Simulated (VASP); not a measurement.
# C (R-3m) in VASP: further runs, part 2 of 2

VASP 6.6.1.

## 3. Single point, LDA

INCAR

```
SYSTEM = C
PREC = Accurate
ENCUT = 400
EDIFF = 1E-6
ISMEAR = 0
SIGMA = 0.05
LREAL = .FALSE.
LASPH = .TRUE.
NELM = 100
ALGO = Normal
ISIF = 2
LWAVE = .FALSE.
LCHARG = .FALSE.
GGA = CA
ADDGRID = .FALSE.
```

KPOINTS

```
Automatic mesh
0
G
  5 5 5
  0 0 0
```

POSCAR

```
C
1.0
    1.2331880975      0.7119814801      8.2826151019
   -1.2331880975      0.7119814801      8.2826151019
    0.0000000000     -1.4239629601      8.2826151019
C
4
Direct
    0.0871730800      0.0871730800      0.0871730800
    0.7538500600      0.7538500600      0.7538500600
    0.2461499400      0.2461499400      0.2461499400
    0.9128269200      0.9128269200      0.9128269200
```

Potentials or basis: VASP PAW LDA potentials, release 64 (C).

On the command line:

```sh
> cat potpaw_LDA.64/C/POTCAR > POTCAR
> mpirun -np 1 vasp_std > vasp.out
```

OUTCAR:

```text
SYSTEM = C
   PREC = Accurate
   ENCUT = 400
   EDIFF = 1E-6
   ISMEAR = 0
   LREAL = .FALSE.
   LASPH = .TRUE.
   NELM = 100
   ISIF = 2
   GGA = CA

 Found     19 irreducible k-points:

 Following reciprocal coordinates:
            Coordinates               Weight
  0.000000  0.000000  0.000000      1.000000
  0.200000  0.000000  0.000000      6.000000
  0.400000  0.000000  0.000000      6.000000
  0.200000  0.200000  0.000000      6.000000
  0.400000  0.200000  0.000000     12.000000
 -0.400000  0.200000  0.000000     12.000000
   k-points           NKPTS =     19   k-points in BZ     NKDIM =     19   number of bands    NBANDS=     12
   number of dos      NEDOS =    301   number of ions     NIONS =      4
   total plane-waves  NPLWV = 175616
   dimension x,y,z NGX =    56 NGY =   56 NGZ =   56
   dimension x,y,z NGXF=   112 NGYF=  112 NGZF=  112
   ions per type =               4
   NGX,Y,Z   is equivalent  to a cutoff of  11.08, 11.08, 11.08 a.u.
   NGXF,Y,Z  is equivalent  to a cutoff of  22.16, 22.16, 22.16 a.u.
 SYSTEM =  C
   PREC   = accura    normal or accurate (medium, high low for compatibility)
   ISTART =      0    job   : 0-new  1-cont  2-samecut
   ICHARG =      2    charge: 1-file 2-atom 10-const
   ISPIN  =      1    spin polarized calculation?
   LNONCOLLINEAR =      F non collinear calculations
   LSORBIT =      F    spin-orbit coupling
   LASPH  =      T    aspherical Exc in radial PAW
   ENCUT  =  400.0 eV  29.40 Ry    5.42 a.u.  13.71 13.71 13.71*2*pi/ulx,y,z
   NELM   =    100;   NELMIN=  2; NELMDL= -5     # of ELM steps
   EDIFF  = 0.1E-05   stopping-criterion for ELM
   LREAL  =      F    real-space projection
   EDIFFG = 0.1E-04   stopping-criterion for IOM
   NSW    =      0    number of steps for IOM
   IBRION =     -1    ionic relax: 0-MD 1-quasi-New 2-CG
   NFREE  =      0    steps in history (QN), initial steepest desc. (CG)
   ISIF   =      2    stress and relaxation
   ISYM   =      2    0-nonsym 1-usesym 2-fastsym
   POTIM  = 0.5000    time-step for ionic-motion
   TEBEG  =    0.0;   TEEND  =   0.0 temperature during run
   PSTRESS=    0.0 pullay stress
   NELECT =      16.0000    total number of electrons
   NUPDOWN=      -1.0000    fix difference up-down
   EMIN   =  10.00;   EMAX   =-10.00  energy-range for DOS
   EFERMI =   0.00;   METHOD = LEGACY
   ISMEAR =     0;   SIGMA  =   0.05  broadening in eV -4-tet -1-fermi 0-gaus
   EFERMI_NEDOS =   21; number of points for ismear=-14 and -15
   IALGO  =     38    algorithm
   IMIX   =      4    mixing-type and parameters
     AMIX     =   0.40;   BMIX     =  1.00
     AMIX_MAG =   1.60;   BMIX_MAG =  1.00
  volume/ion in A,a.u.               =      10.91        73.61
  Fermi-wavevector in a.u.,A,eV,Ry     =   1.171771  2.214325 18.681428  1.373046
  Thomas-Fermi vector in A             =   2.308209
   LORBIT       =      0    0 simple, 1 ext, 2 COOP (PROOUT), +10 PAW based schemes
   GGA     = CA    functional components
   LHFCALC =     F    Hartree Fock is set to
   AEXX    =    0.0000 exact exchange contribution
   IVDW    =     0    specifies the selected vdW correction
   LEPSILON=     F    determine dielectric tensor
   LRPA    =     F    only Hartree local field effects (RPA)
 non-spin polarized calculation
 Gauss-broadening in eV      SIGMA  =   0.05
  energy-cutoff  :      400.00
  volume of cell :       43.63
 maximum number of plane-waves:       803
   NGX = 27   NGY = 27   NGZ = 27

 number of electron      16.0000000 magnetization

 Free energy of the ion-electron system (eV)
  ---------------------------------------------------
  ext. energy  EPLUGINS =         0.00000000
  ---------------------------------------------------
  free energy    TOTEN  =       -40.35893705 eV

  energy without entropy =      -40.35893705  energy(sigma->0) =      -40.35893705

 E-fermi :   1.7946     XC(G=0):  -9.3618

 val. band max:        1.5189810342   @ k =  -0.4000   0.2000   0.0000
 cond. band min:       3.9731175175   @ k =  -0.4000   0.2000   0.0000
 fundamental gap:      2.4541364833
 Fermi energy:         1.7945700039

 k-point     1 :       0.0000    0.0000    0.0000
  band No.  band energies     occupation
      1     -16.4688      2.00000
      2     -16.4111      2.00000
      3      -5.1043      2.00000
      4      -4.4522      2.00000
      5      -0.1805      2.00000
      6      -0.1805      2.00000
      7      -0.1748      2.00000
      8      -0.1748      2.00000
      9       5.6292      0.00000
     10       9.2470      0.00000
     11      11.1368      0.00000
     12      11.1419      0.00000

 k-point     2 :       0.2000    0.0000    0.0000
  band No.  band energies     occupation
      1     -15.5315      2.00000
      2     -15.4789      2.00000
      3      -3.9663      2.00000
      4      -3.3578      2.00000
      5      -3.2182      2.00000
      6      -3.2094      2.00000
      7      -1.6659      2.00000
      8      -1.6614      2.00000
      9       6.8826      0.00000
     10      10.2253      0.00000
     11      11.0691      0.00000
     12      11.0825      0.00000

 k-point     3 :       0.4000    0.0000    0.0000
  band No.  band energies     occupation
      1     -12.7963      2.00000
      2     -12.7566      2.00000
      3      -8.3562      2.00000
      4      -8.3336      2.00000
      5      -3.3177      2.00000
      6      -3.3143      2.00000
      7      -0.8557      2.00000
      8      -0.4024      2.00000
      9       5.7841      0.00000
     10       6.1787      0.00000
     11      10.3310      0.00000
     12      10.4246      0.00000

 k-point     4 :       0.2000    0.2000    0.0000
  band No.  band energies     occupation
      1     -15.5301      2.00000
      2     -15.4803      2.00000
      3      -3.9493      2.00000
      4      -3.3774      2.00000
      5      -3.2166      2.00000
      6      -3.2110      2.00000
      7      -1.6662      2.00000
      8      -1.6606      2.00000
      9       6.9605      0.00000
     10      10.0398      0.00000
     11      11.0714      0.00000
     12      11.0881      0.00000

 k-point     5 :       0.4000    0.2000    0.0000
  band No.  band energies     occupation
      1     -13.6916      2.00000
      2     -13.6527      2.00000
      3      -5.9558      2.00000
      4      -5.9428      2.00000
      5      -4.6017      2.00000
      6      -4.5921      2.00000
      7      -1.7597      2.00000
      8      -1.3068      2.00000
      9       7.6524      0.00000
     10       7.8284      0.00000
     11       9.5095      0.00000
     12      11.7811      0.00000

 k-point     6 :      -0.4000    0.2000    0.0000
  band No.  band energies     occupation
      1     -10.5951      2.00000
      2     -10.5655      2.00000
      3      -9.7243      2.00000
      4      -9.6997      2.00000
      5      -5.9545      2.00000
      6      -5.9455      2.00000
      7       1.2029      2.00000
      8       1.5190      2.00000
      9       3.9731      0.00000
     10       4.3001      0.00000
     11      13.2496      0.00000
     12      13.6295      0.00000

 [... further k-points ...]

------------------------ aborting loop because EDIFF is reached ----------------------------------------

  FORCE on cell =-STRESS in cart. coord.  units (eV):
  Direction    XX          YY          ZZ          XY          YZ          ZX
  --------------------------------------------------------------------------------------
  -------------------------------------------------------------------------------------
  Total       -2.4472622     -2.4472622     -0.7421452     -0.0000000     -0.0000000     -0.0000000
  in kB      -89.8616389    -89.8616389    -27.2510178     -0.0000000     -0.0000000     -0.0000000
  external PRESSURE =     -68.9914319 kB  Pullay stress =       0.0000000 kB

 VOLUME and BASIS-vectors are now :
 -----------------------------------------------------------------------------
  energy-cutoff  :      400.00
  volume of cell :       43.63
      direct lattice vectors                 reciprocal lattice vectors
     1.233188098  0.711981480  8.282615102     0.405453151  0.234088486  0.040244938
    -1.233188098  0.711981480  8.282615102    -0.405453151  0.234088486  0.040244938
     0.000000000 -1.423962960  8.282615102     0.000000000 -0.468176972  0.040244938

 POSITION                                       TOTAL-FORCE (eV/Angst)
 -----------------------------------------------------------------------------------
      0.00000      0.00000      2.16606         0.000000      0.000000      0.004500
      0.00000      0.00000     18.73155         0.000000     -0.000000     -0.003880
      0.00000      0.00000      6.11630         0.000000      0.000000      0.003880
      0.00000      0.00000     22.68178         0.000000     -0.000000     -0.004500
 -----------------------------------------------------------------------------------
    total drift:                               -0.000000     -0.000000      0.000000

  FREE ENERGIE OF THE ION-ELECTRON SYSTEM (eV)
  ---------------------------------------------------
  free  energy   TOTEN  =       -40.3589370513 eV

  energy  without entropy=      -40.3589370513  energy(sigma->0) =      -40.35893705
```

OSZICAR:

```text
N       E                     dE             d eps       ncg     rms          rms(c)
DAV:   1     0.452245903026E+02    0.45225E+02   -0.70515E+03   456   0.980E+02
DAV:   2    -0.388089188253E+02   -0.84034E+02   -0.75519E+02   632   0.215E+02
DAV:   3    -0.430928663780E+02   -0.42839E+01   -0.42523E+01   588   0.505E+01
DAV:   4    -0.431607188262E+02   -0.67852E-01   -0.67752E-01   584   0.728E+00
DAV:   5    -0.431625217444E+02   -0.18029E-02   -0.18025E-02   580   0.115E+00    0.920E+00
DAV:   6    -0.410587214430E+02    0.21038E+01   -0.20531E+00   516   0.985E+00    0.529E+00
DAV:   7    -0.403558496925E+02    0.70287E+00   -0.23529E+00   540   0.105E+01    0.139E+00
DAV:   8    -0.403594569632E+02   -0.36073E-02   -0.85261E-02   540   0.204E+00    0.185E-01
DAV:   9    -0.403588509304E+02    0.60603E-03   -0.24339E-03   568   0.385E-01    0.101E-01
DAV:  10    -0.403589335766E+02   -0.82646E-04   -0.57472E-04   556   0.157E-01    0.554E-02
DAV:  11    -0.403589357541E+02   -0.21775E-05   -0.19242E-05   564   0.347E-02    0.680E-03
DAV:  12    -0.403589370776E+02   -0.13235E-05   -0.28316E-06   600   0.128E-02    0.463E-03
DAV:  13    -0.403589370513E+02    0.26292E-07   -0.49166E-07   404   0.582E-03
   1 F= -.40358937E+02 E0= -.40358937E+02  d E =-.173393E-15
```

stdout:

```text
POSCAR found type information on POSCAR C
 POSCAR found :  1 types and       4 ions
 scaLAPACK will be used
 LDA part: xc-table for (Slater(with rela. corr.)+CA(PZ))
 , standard interpolation
 POSCAR, INCAR and KPOINTS ok, starting setup
 FFT: planning ... GRIDC
 FFT: planning ... GRID_SOFT
 FFT: planning ... GRID
 WAVECAR not read
 entering main loop
```

It took 24 s on 1 thread of Intel Xeon 6975P-C (Granite Rapids), shared host; peak memory 0.27 GiB.

These settings aren't checked as converged: the numbers below hold their error.

Results:

```
Free energy            : -40.3589 eV
Largest force          : 0.004 eV/Å
Band gap on the k mesh : 2.45 eV, direct
```

Caveat: the k mesh is coarse (spacing up to 0.59 Å⁻¹), so the values aren't converged; the cutoff is under 1.25 times the usual one of these potentials, so pressure, stress and relaxed cells hold a basis-set (Pulay) error; an odd mesh through Γ misses points on the zone boundary, where band edges often lie.

## 4. Single point, LDA

Edit INCAR of step 3 so:

```diff
@@ -2,3 +2,3 @@
 PREC = Accurate
-ENCUT = 400
+ENCUT = 280
 EDIFF = 1E-6
```

KPOINTS

```
Automatic mesh
0
G
  6 6 6
  0 0 0
```

POSCAR is that of step 3.

On the command line:

```sh
> cat potpaw_LDA.64/C/POTCAR > POTCAR
> mpirun -np 1 vasp_std > vasp.out
```

Run time: 20 s. Hardware: 1 thread of Intel Xeon 6975P-C (Granite Rapids), shared host; peak memory 0.21 GiB.

The run converged, but a check on its numbers failed (symmetry, net force, bounds or a known fault of this set-up), so they aren't taken as properties of the crystal.

Caveat: the k mesh is coarse (spacing up to 0.49 Å⁻¹), so the values aren't converged; the cutoff lies under the usual one of these potentials, so the numbers hold a large basis-set error.

## 5. For comparison

An earlier run on the cell as given: functional PBE; potentials or basis VASP PAW PBE potentials, release 64 (C); cutoff 520 eV; k mesh 12 × 12 × 12; occupations fermi-dirac, width 0.05 eV; no spin polarisation.

* Pressure: 0.5 GPa
* Largest force: 0.011 eV/Å
* Band gap on the k mesh: 0.18 eV, direct
